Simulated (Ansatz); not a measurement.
# Cu2O (Cuprite): the cost of one run

All numbers are computed with the Python package of Ansatz 0.2.0. Level of theory: DFT revPBE, plane waves, norm-conserving potentials.

The COD entry's cell or inner coordinates are ideal or old and differ from later refinements, so a difference from it is no clean test against experiment.

**1. The system**

Symmetry: Pn-3m, No. 224, cubic system. The conventional cell has a = 4.260 Å, b = 4.260 Å, c = 4.260 Å, α = 90.00°, β = 90.00°, γ = 90.00°. Around Cu (site symmetry -3m) lie 2 O at 1.84 Å. O (site symmetry -43m) has 4 Cu at 1.84 Å as nearest neighbours.

No structure file is read: the coordinates are typed or built in the script.

**2. The script**

run_walk.py reads:

```python
'''A displacement scan in Cu2O with warm starts.'''

import ansatz
import numpy as np

cu2o = (
    ansatz.Lattice.of([4.26, 0.0, 0.0], [0.0, 4.26, 0.0], [0.0, 0.0, 4.26])
    .atom('Cu', [0.25, 0.25, 0.25])
    .atom('Cu', [0.25, 0.75, 0.75])
    .atom('Cu', [0.75, 0.75, 0.25])
    .atom('Cu', [0.75, 0.25, 0.75])
    .atom('O', [0.0, 0.0, 0.0])
    .atom('O', [0.5, 0.5, 0.5])
)

start = np.array(cu2o.resolved().sites[2].position)
previous, rows = None, []
for step in range(6):
    target = start + step * 0.005 * np.eye(3)[2]
    setup = cu2o.move(2, to=target).calculation()
    setup = setup.pseudopotentials('nc')
    setup = setup.occupations('fixed').functional('revpbe')
    setup = setup.kpoints(density=2.0)
    setup = setup.scf(extra_bands=2).forces()
    session = setup.session()
    if previous is not None:
        session.seed_next_step(previous)
    previous = session.plan(retain='density').execute()
    r = previous.report
    shift = float(np.linalg.norm((target - start) @ np.array(r['lattice']['cell_ang'])))
    rows.append((step, shift, r['lagrangian_ev'], float(np.linalg.norm(r['forces_ev_ang'][2])), r['n_iterations'], r['n_symmetry_ops']))
rows = [(row[0], row[1], 1000 * (row[2] - rows[0][2]), *row[3:]) for row in rows]
lines = [','.join(['step', 'moved A', 'dE meV', 'force on it eV/A', 'iterations', 'symmetry operations'])] + [','.join(f'{v:.4f}' if isinstance(v, float) else str(v) for v in row) for row in rows]
print('\n'.join(lines))
with open('walk.csv', 'w') as handle:
    handle.write('\n'.join(lines) + '\n')
```

**3. The calls as engine input**

The engine receives this input (first run):

```yaml
crystal:
  lattice:
    - [4.26, 0.0, 0.0]
    - [0.0, 4.26, 0.0]
    - [0.0, 0.0, 4.26]
  atoms:
    - { symbol: Cu, position: [0.25, 0.25, 0.25] }
    - { symbol: Cu, position: [0.25, 0.75, 0.75] }
    - { symbol: Cu, position: [0.75, 0.75, 0.25] }
    - { symbol: Cu, position: [0.75, 0.25, 0.75] }
    - { symbol: O, position: [0.0, 0.0, 0.0] }
    - { symbol: O, position: [0.5, 0.5, 0.5] }
kpoints:
  mp_grid:
    kspacing: 0.5
hamiltonian:
  xc: revpbe
  pseudopotentials:
    kind: nc
scf:
  n_extra_bands: 2
  occupations:
    method: fixed
output:
  forces: true
```

**4. Running it**

Launch:

```
> python run_walk.py
```

**Question.** How long does this script take on 1 thread of Arm Neoverse V2, shared host, and how much memory does it need?

About 60 s, with a peak of 0.49 GiB.
